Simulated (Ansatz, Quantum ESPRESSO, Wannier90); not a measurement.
# Ballistic channels from Wannier functions: straight K chain, spacing 4.43 Å, part 3 of 5

Aim: a Wannier model and the conductance steps that follow from it, for this wire: straight K chain, spacing 4.43 Å.

Quantum ESPRESSO 7.5 and Wannier90 3.1.0; plane-wave DFT, PBE, GBRV ultrasoft pseudopotentials; cross-check by Ansatz 0.2.0 with PAW datasets.

So far. Step 2 (SCF with pw.x): The run needed 14 iterations to bring the estimated error under 1e-07 Ry.

## 6. Localisation, bands and conductance

Level of this step: maximally localised Wannier functions and ballistic conductance; plane-wave DFT, PBE, GBRV ultrasoft pseudopotentials (Wannier90).

After disentangling and localising, transport_mode = bulk builds principal layers from hoppings within dist_cutoff and counts open channels.

wan.win reads:

```
num_wann = 1
num_bands = 11
num_iter = 200
num_print_cycles = 20
conv_tol = 1e-8
conv_window = 5
guiding_centres = true
dis_num_iter = 1500
dis_conv_tol = 1e-8
dis_win_min = -12.5594
dis_win_max = 7.4406
dis_froz_max = -0.0594
search_shells = 120
fermi_energy = -1.5594

transport = true
transport_mode = bulk
one_dim_axis = z
dist_cutoff = 17.61
dist_cutoff_mode = one_dim
tran_win_min = -4.0
tran_win_max = 2.0
tran_energy_step = 0.02

bands_plot = true
bands_num_points = 96
begin kpoint_path
G 0.0 0.0 0.0 Z 0.0 0.0 0.5
end kpoint_path

begin projections
K:s
end projections

begin unit_cell_cart
ang
  8.0000000000 0.0000000000 0.0000000000
  0.0000000000 8.0000000000 0.0000000000
  0.0000000000 0.0000000000 4.4280000000
end unit_cell_cart

begin atoms_frac
  K  0.0000000000 0.0000000000 0.0000000000
end atoms_frac

mp_grid = 1 1 8
begin kpoints
  0.0 0.0 0.0000000000
  0.0 0.0 0.1250000000
  0.0 0.0 0.2500000000
  0.0 0.0 0.3750000000
  0.0 0.0 0.5000000000
  0.0 0.0 0.6250000000
  0.0 0.0 0.7500000000
  0.0 0.0 0.8750000000
end kpoints
```

On the command line:

```
$ OMP_NUM_THREADS=1 wannier90.x wan > wan.run.log
```

What it wrote:

```text
[banner, memory and clock lines left out]
+---------------------------------------------------+
             |                                                   |
             |                   WANNIER90                       |
             |                                                   |
             +---------------------------------------------------+
             |                                                   |
             |        Welcome to the Maximally-Localized         |
             |        Generalized Wannier Functions code         |
             |                             |
             |                                                   |
             |                                                   |
             |  Wannier90 Developer Group:                       |
             |    Giovanni Pizzi    (EPFL)                       |
             |    Valerio Vitale    (Cambridge)                  |
             |    David Vanderbilt  (Rutgers University)         |
             |    Nicola Marzari    (EPFL)                       |
             |    Ivo Souza         (Universidad del Pais Vasco) |
             |    Arash A. Mostofi  (Imperial College London)    |
             |    Jonathan R. Yates (University of Oxford)       |
             |                                                   |
             |  For the full list of Wannier90 3.x authors,      |
             |  please check the code documentation and the      |
             |  README on the GitHub page of the code            |
             |                                                   |
             |                                                   |
             |                                                   |
             |  [ref] "Wannier90 as a community code:            |
             |        new features and applications",            |
             |        165902 (2020).                             |
             |            |
             |                                                   |
             |  in any publications arising from the use of      |
             |                                                   |
             |  [ref] "Maximally Localized Generalised Wannier   |
             |         Functions for Composite Energy Bands"     |
             |         N. Marzari and D. Vanderbilt              |
             |         Phys. Rev. B 56 12847 (1997)              |
             |                                                   |
             |  [ref] "Maximally Localized Wannier Functions     |
             |         for Entangled Energy Bands"               |
             |         I. Souza, N. Marzari and D. Vanderbilt    |
             |         Phys. Rev. B 65 035109 (2001)             |
             |                                                   |
             |                                                   |
             | Copyright (c) 1996-2020                           |
             |        The Wannier90 Developer Group and          |
             |        individual contributors                    |
             |                                                   |
             |      Release: 3.1.0        5th March    2020      |
             |                                                   |
             | This program is free software; you can            |
             | redistribute it and/or modify it under the terms  |
             | of the GNU General Public License as published by |
             | the Free Software Foundation; either version 2 of |
             | the License, or (at your option) any later version|
             |                                                   |
             | This program is distributed in the hope that it   |
             | will be useful, but WITHOUT ANY WARRANTY; without |
             | even the implied warranty of MERCHANTABILITY or   |
             | FITNESS FOR A PARTICULAR PURPOSE. See the GNU     |
             | General Public License for more details.          |
             |                                                   |
             | You should have received a copy of the GNU General|
             | Public License along with this program; if not,   |
             | write to the Free Software Foundation, Inc.,      |
             | 675 Mass Ave, Cambridge, MA 02139, USA.           |
             |                                                   |
             +---------------------------------------------------+
[date or host left out]
             +---------------------------------------------------+

 ******************************************************************************
 * -> Using CODATA 2006 constant values                                       *
 *    (                      *
 * -> Using Bohr value from CODATA                                            *
 ******************************************************************************

 Running in serial (with parallel executable)

                                    ------
                                    SYSTEM
                                    ------

                              Lattice Vectors (Ang)
                    a_1     8.000000   0.000000   0.000000
                    a_2     0.000000   8.000000   0.000000
                    a_3     0.000000   0.000000   4.428000

                   Unit Cell Volume:     283.39200  (Ang^3)

                        Reciprocal-Space Vectors (Ang^-1)
                    b_1     0.785398   0.000000   0.000000
                    b_2     0.000000   0.785398   0.000000
                    b_3     0.000000   0.000000   1.418967

 *----------------------------------------------------------------------------*
 |   Site       Fractional Coordinate          Cartesian Coordinate (Ang)     |
 +----------------------------------------------------------------------------+
 | K    1   0.00000   0.00000   0.00000   |    0.00000   0.00000   0.00000    |
 *----------------------------------------------------------------------------*
                                ------------
                                K-POINT GRID
                                ------------

             Grid size =  1 x  1 x  8      Total points =    8

 *---------------------------------- MAIN ------------------------------------*
 |  Number of Wannier Functions               :                 1             |
 |  Number of Objective Wannier Functions     :                 1             |
 |  Number of input Bloch states              :                11             |
 |  Output verbosity (1=low, 5=high)          :                 1             |
[...]
|             5         0.000000   -0.785398    0.000000     0.810569        |
 |             6        -0.785398    0.000000    0.000000     0.810569        |
 +----------------------------------------------------------------------------+
 |                           b_k Directions (Ang^-1)                          |
 |                           -----------------------                          |
 |            No.           x           y           z                         |
 |            ---        --------------------------------                     |
 |             1         0.000000    0.000000    0.177371                     |
 |             2         0.785398    0.000000    0.000000                     |
 |             3         0.000000    0.785398    0.000000                     |
 +----------------------------------------------------------------------------+

 Time to get kmesh              0.015 (sec)
 *============================================================================*
 |                              MEMORY ESTIMATE                               |
 |         Maximum RAM allocated during each phase of the calculation         |
 *============================================================================*
 |                        Disentanglement            0.13 Mb                  |
 |                            Wannierise:            0.01 Mb                  |
 |                          plot_wannier:            0.01 Mb                  |
 *----------------------------------------------------------------------------*

 Starting a new Wannier90 calculation ...

 Reading overlaps from wan.mmn    :  Created on   at 19: 5:59

 Reading projections from wan.amn :  Created on   at 19: 5:58

 Time to read overlaps          0.004 (sec)

 *------------------------------- DISENTANGLE --------------------------------*
 +----------------------------------------------------------------------------+
 |                              Energy  Windows                               |
 |                              ---------------                               |
 |                   Outer:  -12.55940  to    7.44060  (eV)                   |
 |                   Inner:  -12.55940  to   -0.05940  (eV)                   |
 +----------------------------------------------------------------------------+
   Number of target bands to extract:    1

                   Unitarised projection of Wannier functions
   A_mn = <psi_m|g_n> --> S = A.A^+ --> U = S^-1/2.A
   In dis_project... done
   Using an inner window (linner = T)
   In dis_proj_froz... done

                   Extraction of optimally-connected subspace
 +---------------------------------------------------------------------+<-- DIS
 |  Iter     Omega_I(i-1)      Omega_I(i)      Delta (frac.)    Time   |<-- DIS
 +---------------------------------------------------------------------+<-- DIS
       1       6.19857615       6.19857615       0.000E+00      0.00    <-- DIS
       2       6.19857615       6.19857615       0.000E+00      0.00    <-- DIS
       3       6.19857615       6.19857615       0.000E+00      0.00    <-- DIS

             <<<      Delta < 1.000E-08  over  3 iterations     >>>
             <<< Disentanglement convergence criteria satisfied >>>

        Final Omega_I     6.19857615 (Ang^2)

 +----------------------------------------------------------------------------+

 Time to disentangle bands      0.000 (sec)

 Writing checkpoint file wan.chk... done

 *------------------------------- WANNIERISE ---------------------------------*
 +--------------------------------------------------------------------+<-- CONV
 | Iter  Delta Spread     RMS Gradient      Spread (Ang^2)      Time  |<-- CONV
 +--------------------------------------------------------------------+<-- CONV

 Initial State
  WF centre and spread    1  (  0.000000,  0.000000,  2.214000 )    31.73407840
  Sum of centres and spreads (  0.000000,  0.000000,  2.214000 )    31.73407840

      0     0.317E+02     0.0000000000       31.7340784018       0.00  <-- CONV
        O_D=     25.5355023 O_OD=      0.0000000 O_TOT=     31.7340784 <-- SPRD
 Cycle:      1
  WF centre and spread    1  (  0.000000,  0.000000,  2.214000 )    13.33498070
  Sum of centres and spreads (  0.000000,  0.000000,  2.214000 )    13.33498070

      1    -0.184E+02    28.7747318810       13.3349806987       0.00  <-- CONV
        O_D=      7.1364045 O_OD=      0.0000000 O_TOT=     13.3349807 <-- SPRD
 Delta: O_D= -0.1839910E+02 O_OD=  0.0000000E+00 O_TOT= -0.1839910E+02 <-- DLTA

             <<<     Delta < 1.000E-08  over  5 iterations     >>>
             <<< Wannierisation convergence criteria satisfied >>>

 Final State
  WF centre and spread    1  (  0.000000,  0.000000,  2.214000 )     6.19857615
  Sum of centres and spreads (  0.000000,  0.000000,  2.214000 )     6.19857615

         Spreads (Ang^2)       Omega I      =     6.198576150
        ================       Omega D      =     0.000000000
                               Omega OD     =     0.000000000
    Final Spread (Ang^2)       Omega Total  =     6.198576150
 Time for wannierise            0.000 (sec)

 Writing checkpoint file wan.chk... done

 *---------------------------------------------------------------------------*
 |                               PLOTTING                                    |
 *---------------------------------------------------------------------------*

 Translated centres
    translation centre in fractional coordinate:  0.000000  0.000000  0.000000
  WF centre     1  (  0.000000,  0.000000, -2.214000 )

 Calculating interpolated band-structure

 Time to calculate interpolated band structure       0.001 (sec)

 Time for plotting              0.003 (sec)

 *---------------------------------------------------------------------------*
 |                              TRANSPORT                                    |
 *---------------------------------------------------------------------------*

 Calculation of Quantum Conductance and DoS: bulk mode

 Maximum imaginary part of the real-space Hamiltonian:     0.000000

     Maximum real part of the real-space Hamiltonian at each lattice point
            Lattice point R           Max |H_ij(R)|
                  -5                     0.000000
                  -4                     0.000000
                  -3                     0.057039
                  -2                     0.106348
                  -1                     0.429886
                   0                     1.403059
                   1                     0.429886
                   2                     0.106348
                   3                     0.057039
                   4                     0.000000
                   5                     0.000000

 Number of unit cells inside the principal layer:     3
 Number of Wannier Functions inside the principal layer:     3

 Calculating quantum conductance and density of states... done

 Time for transport             0.005 (sec)
 Total Execution Time           0.034 (sec)

 *===========================================================================*
 |                             TIMING INFORMATION                            |
 *===========================================================================*
 |    Tag                                                Ncalls      Time (s)|
 |---------------------------------------------------------------------------|
 |kmesh: get                                        :         1         0.015|
 |overlap: allocate                                 :         1         0.000|
 |overlap: read                                     :         1         0.004|
 |dis: main                                         :         1         0.000|
 |wann: main                                        :         1         0.000|
 |plot: main                                        :         1         0.003|
 |tran: main                                        :         1         0.005|
 *---------------------------------------------------------------------------*

 All done: wannier90 exiting
[key lines of the parts left out:]
|  Fermi energy (eV)                         :            -1.559             |
```

Run time: 0.65 s. Hardware: 1 MPI rank of Intel Xeon Platinum 8488C (Sapphire Rapids), shared host; peak memory 0.08 GiB.

Read from the output:

* lead channels at the Fermi level, one spin: 1.0000
* total spread: 6.199 Å²
* gauge-invariant spread: 6.199 Å²
* largest misfit to plane-wave levels between mesh points, inside the frozen window: 0.1121 eV

Per spin. Quantum conductance of the perfect wire, open channels against energy, zero at the Fermi level:

```tsv
energy (eV)	quantum conductance of the perfect wire, open channels
-0.800	4.0e-8
-0.600	0.997
-0.400	1.000
-0.200	1.000
0.000	1
0.200	1
0.400	1
0.600	1
0.800	1
1.000	1
1.200	1.000
1.400	5.4e-6
```

Wannier functions:

```tsv
no.	x (Å)	y (Å)	z (Å)	spread (Å²)
1	0	0	2.214	6.199
```

The electronic bands at the labelled points (eV, zero at the Fermi level; # counts the bands kept):

```tsv
point	#1
Γ	-0.56
halfway	-0.01
Z	1.39
```

The electronic bands as a text plot (rows in eV):

```
    1.3 |                                                    ****
    1.3 |                                                  **
    1.2 |                                                 *
    1.1 |                                                *
    1.0 |                                               *
    0.9 |                                              *
    0.9 |                                             *
    0.8 |                                           **
    0.7 |                                          *
    0.6 |                                         *
    0.5 |                                        *
    0.5 |                                       *
    0.4 |                                     **
    0.3 |                                   **
    0.2 |                                  *
    0.1 |                               ***
    0.1 |                             **
    0.0 |                          ***
   -0.1 |                       ***
   -0.2 |                     **
   -0.3 |                  ***
   -0.4 |               ***
   -0.4 |           ****
   -0.5 |***********
         Γ                                                      Z
```

Bands and channels are those of the Wannier model: bands that were not projected, and all outside the frozen window, are missing or only approximate.

## 7. Neighbour list from wannier90 -pp, with dis_froz_max − E_F = 0.0

A sensitivity test on the input.

wan_w.win, as its differences from the input of step 6:

```diff
@@ -11,3 +11,3 @@
 dis_win_max = 7.4406
-dis_froz_max = -0.0594
+dis_froz_max = -1.5594
 search_shells = 120
```

On the command line:

```
$ OMP_NUM_THREADS=1 wannier90.x -pp wan_w > wan_w.pp.log
```

Wall time 0.64 s (1 MPI rank); peak memory 0.08 GiB.

## 8. Overlaps and projections

The follow-up step for that run.

wan_w.p2w.in reads:

```
&inputpp
  prefix = 'nscf'
  outdir = './out'
  seedname = 'wan_w'
  write_mmn = .true.
  write_amn = .true.
  write_unk = .false.
/
```

On the command line:

```
$ OMP_NUM_THREADS=1 mpirun -n 2 pw2wannier90.x -in wan_w.p2w.in > wan_w.p2w.out
```

The job ended after 2.6 s (2 MPI ranks; peak memory 0.15 GiB).

[end of part 3 of 5]

[Logs are printed without paths, hosts, clocks, repeated set-up lines and the standing remarks that a program may print on its own settings, such as how far it seeks lower states.]

[Hosts, paths, dates, database ids (printed as entryN), source tags and the programs' standing remarks are cut or masked in the printed files.]

[Maps of the electrostatic potential energy from Ansatz leave out the sawtooth potential of an applied field or a dipole correction, so their vacuum need not be flat; planar profiles and work functions include it.]
